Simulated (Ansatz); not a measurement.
# A defect in a wire: W wire along [110], 4 atoms a period, Sn in place of one W

Aim: how much does this defect scatter, and at which energies?

Calculated with Ansatz 0.2.0; DFT PBE, plane waves, PAW; relaxation of a wire's period, in the first sound run; inputs show where later runs differ.

Most raw output is cut from this account.

## Step 1: The structure

The cell holds 4 atoms: 4 W. Its edges and angles: a = 8.385 Å, b = 9.042 Å, c = 4.483 Å, α = 90.0°, β = 90.0°, γ = 90.0°. Vacuum lies along a and b. The structure's axis is c.

## Step 2: Relaxation of atoms and period

Band widths follow the bond lengths, so the wire is relaxed first. The atoms and the third cell vector are free; the box across stays fixed as vacuum. A Fermi-Dirac smearing is set since the result may be a metal. The pressure printed is a third of the stress's trace over the whole box, vacuum included; only the stress along the axis is relaxed.

Input file input.yaml:

```yaml
crystal:
  lattice:
    - [8.385, 0.0, 0.0]
    - [0.0, 9.042, 0.0]
    - [0.0, 0.0, 4.4830569927]
  atoms:
    - { symbol: W, position: [0.405485987, 0.376023004, 0.0] }
    - { symbol: W, position: [0.594514013, 0.62392485, 0.0] }
    - { symbol: W, position: [0.405485987, 0.62392485, 0.5] }
    - { symbol: W, position: [0.594514013, 0.376023004, 0.5] }
kpoints:
  mp_grid: { grid: [1, 1, 18] }
scf:
  occupations: { method: fermi_dirac, width: 0.05 }
hamiltonian:
  xc: pbe
relax:
  cell: { fix: [a, b, alpha, beta, gamma] }
  max_steps: 60
```

The run is started by

```sh
> ansatz run input.yaml --threads 4 --pin off --max-ram 16384MiB --backend cpu --events-out ev --progress --plain --runs-dir out
```

Wall time 22 s (4 threads of Arm Neoverse V1, shared host); peak memory 0.65 GiB.

Relaxation path:

```
step  energy less that of the first step (eV)  largest force component (eV/Å)  pressure (GPa)  volume (Å³)
   1                                   0.0000                          4.1240           -8.19       339.89
   2                                  -2.4803                          1.6020           -0.53       332.24
   3                                  -3.2354                          0.7444            0.10       315.67
   4                                  -3.4289                          0.6978            1.63       307.33
   5                                  -3.5231                          0.2076            0.40       312.19
   6                                  -3.5759                          0.3198            0.31       323.04
   7                                  -3.5690                          0.4612           -0.47       324.75
   8                                  -3.5863                          0.0172            0.14       322.00
   9                                  -3.5865                          0.0113            0.08       322.91
  10                                  -3.5866                          0.0012            0.12       322.65
 11*                                  -3.5855                          0.0007            0.12       322.65
```

Relaxation steps marked * repeat the geometry before them on a plane-wave basis chosen anew for their cell, so energy and pressure can jump there. Relaxation step 7 was tried and not accepted.

The run keeps the 8 symmetry operations that it works with, so distortions that break them were not tested.

```
cell as run  before  after  change
      c (Å)   4.483  4.256  -5.1 %
```

The atoms that moved most (Å, along periodic axes as changes of fractional coordinates times the final cell, across vacuum about the mean position):

```
atom      dx      dy     dz  length
  W1  -0.021   0.306  0.000   0.307
  W2   0.021  -0.306  0.000   0.307
  W3  -0.021  -0.306  0.000   0.307
  W4   0.021   0.306  0.000   0.307
```

Numbers from this step:

```yaml
energy_at_zero_smearing: -41526.8536 eV
cell_length_along_the_wire: 4.256 Å
```

The cell's length comes to 4.256 Å with spin left out.

## Step 3: The wire at its relaxed period

This step: DFT PBE, plane waves, PAW; channels and complex bands of a perfect wire (Ansatz 0.2.0).

At the relaxed period the Bloch states of the perfect wire are found at each energy: those that move forward count the open channels, and those that decay describe how a disturbance dies away inside the wire itself. An energy step of 0.035 eV is under the 0.039 eV that the program asks for its thermal average at 300 K.

Input file input.yaml:

```yaml
crystal:
  lattice:
    - [8.385, 0.0, 0.0]
    - [0.0, 9.042, 0.0]
    - [0.0, 0.0, 4.2556080352]
  atoms:
    - { symbol: W, position: [0.403010829, 0.409897292, 0.0] }
    - { symbol: W, position: [0.596989171, 0.590050562, 0.0] }
    - { symbol: W, position: [0.403010829, 0.590050562, 0.5] }
    - { symbol: W, position: [0.596989171, 0.409897292, 0.5] }
kpoints:
  mp_grid: { grid: [1, 1, 19] }
scf:
  occupations: { method: fermi_dirac, width: 0.05 }
hamiltonian:
  xc: pbe
output:
  transmission:
    e_range: [-1.26, 1.26]
    de: 0.035
    kmesh: [1, 1]
    reduced_basis: true
    leads: [[0, 0]]
basis:
  ecutwfc: "350 eV"
```

Run time: 41 s. Hardware: 4 threads; peak memory 0.95 GiB.

This step gave:

```
energy at zero smearing                                  : -41526.8494 eV
channels at the energy nearest the Fermi level, one spin : 3
conductance of the lead as this run defines it           : 3.000 G₀
band gap                                                 : 0 eV
```

Open channels of the lead, one spin against energy, zero at the Fermi level:

energy (eV), open channels of the lead, one spin and a bar from the least value:
```
    -1.26       6.00 ##############################
    -1.19       6.00 ##############################
    -1.08       4.00 ###############
    -1.01       6.00 ##############################
    -0.91       4.00 ###############
    -0.84       4.00 ###############
    -0.73       4.00 ###############
    -0.67       4.00 ###############
    -0.56       4.00 ###############
    -0.49       4.00 ###############
    -0.39       4.00 ###############
    -0.32       4.00 ###############
    -0.21       3.00 ########
    -0.14       3.00 ########
    -0.04       3.00 ########
     0.00       3.00 ########
     0.04       3.00 ########
     0.14       3.00 ########
     0.21       4.00 ###############
     0.32       4.00 ###############
     0.39       4.00 ###############
     0.49       4.00 ###############
     0.56       2.00 
     0.67       2.00 
     0.73       2.00 
     0.84       3.00 ########
     0.91       3.00 ########
     1.01       3.00 ########
     1.08       3.00 ########
     1.19       2.00 
     1.26       3.00 ########
```

The slowest values at each energy, most degenerate partners merged, listed up to 1.5 1/Å. The Im kz of the slowest decaying states by energy, zero at the Fermi level:

```
energy (eV)  decay 1 (Å⁻¹)  decay 2 (Å⁻¹)  decay 3 (Å⁻¹)  decay 4 (Å⁻¹)
     -1.190          0.353          0.628          0.721          0.846
     -1.015          0.345          0.599          0.680          0.854
     -0.805          0.111          0.332          0.560          0.625
     -0.595          0.152          0.313          0.515          0.562
     -0.385          0.176          0.288          0.462          0.490
     -0.210         0.0594          0.189          0.261          0.408
      0.000         0.0934          0.199          0.215          0.298
      0.210         0.0829          0.100          0.129          0.203
      0.385          0.101          0.173          0.204          0.212
      0.595         0.0675         0.0813          0.200          0.225
      0.805          0.109          0.193          0.251          0.275
      1.015         0.0972          0.180          0.268          0.288
      1.190         0.0322          0.143          0.165          0.176
```

By hand: the program gives 3.0661 × 10^14 S/m² over the cell's cross-section of 75.82 Å² = 7.582 × 10^-19 m², so one cell conducts 2.325 × 10^-4 S. Divided by G0 = 2e²/h = 7.748 × 10^-5 S this is 3.00 G0, a resistance of 4.30 kΩ.

At the computed energy nearest the Fermi level there are 3 channels a spin, and the thermal average gives 3.00 G₀.

## Step 4: Relaxation of the scattering region

This step: DFT PBE, plane waves, PAW; relaxation of a junction in a wire, ends held (Ansatz 0.2.0).

System of this step: W wire along [110], 4 atoms a period, Sn in place of one W. The cell holds 28 atoms: 27 W and 1 Sn. Its edges and angles: a = 8.385 Å, b = 9.042 Å, c = 29.789 Å, α = 90.0°, β = 90.0°, γ = 90.0°. Regions: held atoms, 16 atoms (16 W); free atoms, 12 atoms (11 W and 1 Sn). Vacuum lies along a and b. The structure's axis is c.

12 atoms at the defect are free to relax, while 16 stay where the perfect wire has them, so that the ends still repeat as a lead. The cutoff is set under the files' recommended one to save time.

Input file input.yaml:

```yaml
crystal:
  lattice:
    - [8.385, 0.0, 0.0]
    - [0.0, 9.042, 0.0]
    - [0.0, 0.0, 29.7892562462]
  atoms:
    - { symbol: W, position: [0.403010829, 0.409897292, 0.0] }
    - { symbol: W, position: [0.596989171, 0.590050562, 0.0] }
    - { symbol: W, position: [0.403010829, 0.590050562, 0.071428571] }
    - { symbol: W, position: [0.596989171, 0.409897292, 0.071428571] }
    - { symbol: W, position: [0.403010829, 0.409897292, 0.142857143] }
    - { symbol: W, position: [0.596989171, 0.590050562, 0.142857143] }
    - { symbol: W, position: [0.403010829, 0.590050562, 0.214285714] }
    - { symbol: W, position: [0.596989171, 0.409897292, 0.214285714] }
[... 16 atom lines left out ...]
    - { symbol: W, position: [0.403010829, 0.409897292, 0.857142857] }
    - { symbol: W, position: [0.596989171, 0.590050562, 0.857142857] }
    - { symbol: W, position: [0.403010829, 0.590050562, 0.928571429] }
    - { symbol: W, position: [0.596989171, 0.409897292, 0.928571429] }
magnetization:
  spin_polarized: true
kpoints:
  mp_grid: { grid: [1, 1, 1] }
scf:
  occupations: { method: fermi_dirac, width: 0.1 }
hamiltonian:
  xc: pbe
relax:
  constraints: [{ sites: [0, 1, 2, 3, 4, 5, 6, 7, 20, 21, 22, 23, 24, 25, 26, 27] }]
  f_tol: 0.06
  max_steps: 35
basis:
  ecutwfc: "350 eV"
```

Wall time 6.3 min (4 threads); peak memory 2.5 GiB.

Step by step:

```
step  energy less that of the first step (eV)  largest force component (eV/Å)
   1                                   0.0000                          7.0294
   2                                  -1.6130                          2.2687
   3                                  -2.2512                          0.8692
   4                                  -2.4840                          0.1768
   5                                  -2.5443                          0.1402
   6                                  -2.5913                          0.1871
   7                                  -2.6280                          0.1008
   8                                  -2.6459                          0.1332
   9                                  -2.6522                          0.1583
  10                                  -2.6582                          0.0911
  11                                  -2.6731                          0.1931
  12                                  -2.7294                          0.2992
  13                                  -2.8030                          0.3955
  14                                  -2.9099                          0.4378
  15                                  -2.9495                          0.2374
  16                                  -2.9640                          0.3417
  17                                  -2.9796                          0.0970
  18                                  -2.9800                          0.1019
  19                                  -2.9840                          0.0840
  20                                  -2.9847                          0.0149
  21                                  -2.9847                          0.0148
```

The atoms that moved most (Å):

```
atom     dx      dy      dz  length
Sn16  1.639  -0.077  -0.005   1.641
 W13  0.719  -0.336   0.643   1.021
 W17  0.830  -0.150  -0.461   0.961
 W15  0.927  -0.074  -0.033   0.930
 W14  0.595  -0.534  -0.415   0.901
 W18  0.765  -0.252   0.276   0.852
 W11  0.104  -0.640   0.449   0.789
 W12  0.011  -0.584  -0.254   0.637
```

The relaxed structure:

```cif
data_structure
_symmetry_space_group_name_H-M 'P 1'
_symmetry_Int_Tables_number 1
_cell_length_a 8.3850
_cell_length_b 9.0420
_cell_length_c 29.7893
_cell_angle_alpha 90.000
_cell_angle_beta 90.000
_cell_angle_gamma 90.000
_cell_volume 2258.54
loop_
_atom_site_label
_atom_site_type_symbol
_atom_site_fract_x
_atom_site_fract_y
_atom_site_fract_z
_atom_site_occupancy
W1 W 0.40301 0.40990 0.00000 1
W2 W 0.59699 0.59005 0.00000 1
W3 W 0.40301 0.59005 0.07143 1
W4 W 0.59699 0.40990 0.07143 1
W5 W 0.40301 0.40990 0.14286 1
W6 W 0.59699 0.59005 0.14286 1
W7 W 0.40301 0.59005 0.21429 1
W8 W 0.59699 0.40990 0.21429 1
W9 W 0.38930 0.38947 0.27965 1
W10 W 0.58390 0.56045 0.29582 1
W11 W 0.41542 0.51922 0.37223 1
W12 W 0.59835 0.34528 0.34860 1
W13 W 0.48872 0.37269 0.45015 1
W14 W 0.66789 0.53098 0.41463 1
W15 W 0.51353 0.58186 0.49889 1
Sn16 Sn 0.79247 0.40140 0.49984 1
W17 W 0.50198 0.39330 0.55595 1
W18 W 0.68824 0.56215 0.58069 1
W19 W 0.44821 0.56294 0.63138 1
W20 W 0.63386 0.39054 0.65260 1
W21 W 0.40301 0.40990 0.71429 1
W22 W 0.59699 0.59005 0.71429 1
W23 W 0.40301 0.59005 0.78571 1
W24 W 0.59699 0.40990 0.78571 1
W25 W 0.40301 0.40990 0.85714 1
W26 W 0.59699 0.59005 0.85714 1
W27 W 0.40301 0.59005 0.92857 1
W28 W 0.59699 0.40990 0.92857 1
```

Numbers from this step:

| Item | Value |
| --- | --- |
| energy at zero smearing | -286330.4179 eV |

The largest force component on a free atom ends at 0.015 eV/Å, under the limit of 0.06. Sn ends nearest to W at 2.85 Å, W at 2.95 Å, W at 2.96 Å, W at 2.96 Å and W at 2.98 Å. 9 atoms of the wire itself, hydrogen apart, moved by over 0.45 Å, up to 1.02 Å.

(Continued in part 2 of 2.)

[Logs are printed without paths, hosts, clocks, repeated set-up lines and the standing remarks that a program may print on its own settings, such as how far it seeks lower states.]

[Hosts, paths, dates, database ids (printed as entryN), source tags and the programs' standing remarks are cut or masked in the printed files.]
